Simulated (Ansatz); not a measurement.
An element in the sc structure gives these cold pressures by all-electron LAPW under PBE (Ansatz 0.2.0, scalar-relativistic, no spin polarisation).

```tsv
V (Å³/atom)	P (GPa)
29.81	-0.05
26.23	3.33
23.25	10.84
20.27	27.6
17.29	66.1
14.90	134.6
12.82	256.4
```

Task: Which element is it?

Result: Hg. Its zero-pressure volume in this structure is near 29.8 Å³/atom; the volume and the steepness of P(V) together point to it, though neighbours can come close. Other candidates weren't computed, and some may come near.
